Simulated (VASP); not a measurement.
# SiC (F-43m): a series in uniaxial stress along [111], part 2 of 2

How do the elastic response and the band edges of SiC follow uniaxial stress along [111]?

VASP 6.6.1, plane waves and PAW; the level of theory is named at each step.

So far: Starting point; Relax the crystal, LDA; Strain across the axis, LDA; Band edges, HSE06.

## 5. The table

Hybrid runs start from orbitals of a short LDA run, not shown.

Runs beyond LDA use the data sets made with LDA; this shifts their levels slightly, and their total energies have another zero.

The other members went through these steps as far as the tables show, with the same cutoff and, step by step, the same mesh; 42 runs are not shown. The session took 0.90 core hours (wall time by ranks) on a shared machine.

```
strain along the axis (%)  strain across the axis (%)  stress along the axis, tension positive (GPa)  energy above the unstrained row (meV/atom)  gap on the mesh, LDA (eV)
                   -2.000                       0.213                                        -11.456                                       7.416                      1.104
                   -1.500                       0.156                                         -8.528                                       4.189                      1.154
                   -1.000                       0.102                                         -5.642                                       1.888                      1.202
                   -0.500                       0.051                                         -2.819                                       0.497                      1.248
                        0                       0.000                                         -0.009                                       0.000                      1.289
                    0.500                      -0.046                                          2.754                                       0.385                      1.274
                    1.000                      -0.090                                          5.448                                       1.631                      1.256
                    1.500                      -0.133                                          8.080                                       3.716                      1.239
                    2.000                      -0.173                                         10.668                                       6.624                      1.220
```

Slopes at zero strain, from cubics through all rows: strain ratio -0.096, stress over strain 555 GPa.

Band edges at HSE06, counted from the valence-band top at Γ, with one row partly withheld:

```
strain along the axis (%)  gap (eV)  conduction band at Γ (eV)  Δ or X valley along z (eV)  Δ or X valley along x (eV)  lowest conduction level at L, [111] (eV)  lowest conduction level at L, [-111] (eV)  second valence level below the top (eV)  third valence level below the top (eV)
                   -2.000     2.062                      7.709                       2.062                       2.062                                     6.500                                      6.935                                    0.235                                   0.235
                   -1.500     2.111                      7.754                       2.111                       2.111                                     6.586                                      6.914                                    0.175                                   0.175
                   -1.000     2.158                      7.788                       2.158                       2.158                                     6.670                                      6.890                                    0.115                                   0.115
                   -0.500     2.203                      7.807                       2.203                       2.203                                         ?                                      6.864                                    0.055                                   0.055
                        0     2.243                      7.805                       2.243                       2.243                                     6.834                                      6.834                                    0.000                                   0.000
                    0.500     2.228                      7.723                       2.228                       2.228                                     6.858                                      6.748                                    0.000                                   0.053
                    1.000     2.209                      7.615                       2.209                       2.209                                     6.881                                      6.659                                    0.000                                   0.109
                    1.500     2.191                      7.484                       2.191                       2.191                                     6.904                                      6.571                                    0.000                                   0.160
                    2.000     2.171                      7.336                       2.171                       2.171                                     6.927                                      6.481                                    0.000                                   0.210
```

## 6. A fit to the known rows

The quantity to fit is the splitting of the lowest conduction levels at the L points ([111] less [-111]) at HSE06: -0.436, -0.328, -0.219, 0.000, 0.111, 0.221, 0.333, 0.445 eV in the rows shown.

A least-squares parabola through the 8 rows shown, with d the strain along the axis less the strain across it, in %: E = 0.001836 d² + 0.2010 d + 7.92e-5 (eV), r.m.s. residual 1.2e-4 eV.

For the withheld row, d = -0.5506, the fit gives -0.1100 eV.

## 7. The withheld row

The calculation gives -0.1103 eV, so the prediction is 0.0003 eV too high.

The splitting is Ξu times 8/9 of d, with d as a fraction, so the linear term gives Ξu = 22.6 eV.

## 8. Summary of results

| Item | Value |
| --- | --- |
| Poisson ratio | 0.096 |
| Young's modulus along the axis | 555 GPa |
| gap of the unstrained cell, HSE06 | 2.24 eV |
| shear deformation potential Ξu of the lowest conduction levels at L | 22.6 eV |
| error of the predicted row | 0.3 meV |

**Reading.** As a check, the curvature of the energy gives 555 GPa for the same modulus (energy per volume = E/2 × strain²), 0 % from the slope of the stress. The energy also has a linear term worth 0.17 GPa that the stress column lacks, a mark of the finite basis. At HSE06 the lowest conduction valley is Δ or X throughout, and the gap runs between 2.06 and 2.24 eV. Hole masses are left out throughout, since the top bands are degenerate or cross in many series; of conduction masses, those of the Γ, L and (for Si and Ge under (001) strain) Δ valleys are kept where they change by under an eighth between rows. A measured gap of unstrained SiC is 2.39 eV (arxiv:2009.14696, band gap at cryogenic temperature, temperature not given); the static gaps here belong to the lattice relaxed at LDA. HSE06 ran on a coarser mesh than the semilocal levels. Spin-orbit coupling is left out at HSE06, so the valence splittings there lack it. Δ or X levels are the lowest on their line, refined by a parabola unless they lie at X; the gap is read from all points sampled and can differ from the lowest valley by some meV, or by tens of meV where strain moves the valence top off Γ. Temperature, zero-point motion and excitons are left out.

[Lines on the potential files, build, host, timing and source positions are cut from VASP's logs without a mark.]

[Logs are printed without paths, hosts, clocks, repeated set-up lines and the standing remarks that a program may print on its own settings, such as how far it seeks lower states.]

[Hosts, paths, dates, database ids (printed as entryN), source tags and the programs' standing remarks are cut or masked in the printed files.]

[In band tables of VASP the shares of atoms and orbitals are scaled to a sum of 1 inside the atoms' spheres.]
